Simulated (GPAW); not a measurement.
The system is TePt.

```
Pt Te
1.0
     4.26288    0.00000    0.00000
    -2.13144    3.69176    0.00000
     0.00000    0.00000    5.66177
Pt Te
2 2
Direct
  0.00000 0.00000 0.00000
  0.00000 0.00000 0.50000
  0.33333 0.66667 0.25000
  0.66667 0.33333 0.75000
```

Measurements of this composition are mostly on another form, of space group No. 166.

Base run:

| Item | Value |
| --- | --- |
| Program | GPAW 26.7.0 |
| Functional | PBEsol |
| Potentials or basis | PAW data sets generated in the run's folder for this functional |
| Cutoff | 600 eV |
| Basis | pw |
| k mesh | 5 × 5 × 4 |
| Occupations | fermi-dirac, width 0.05 eV |
| Spin | no spin polarisation |
| Hubbard terms | Pt d U = 4 eV |

Its results: pressure -7.4 GPa.

**Question.** The run is repeated on the same cell with these changes: hubbard terms from Pt d U = 4 eV to Pt d U = 2 eV. What comes out?

**Answer.** Pressure -6.7 GPa.

Caveats: U without spin polarisation on a metal has little footing; the U is typed as a test and isn't derived for this compound.
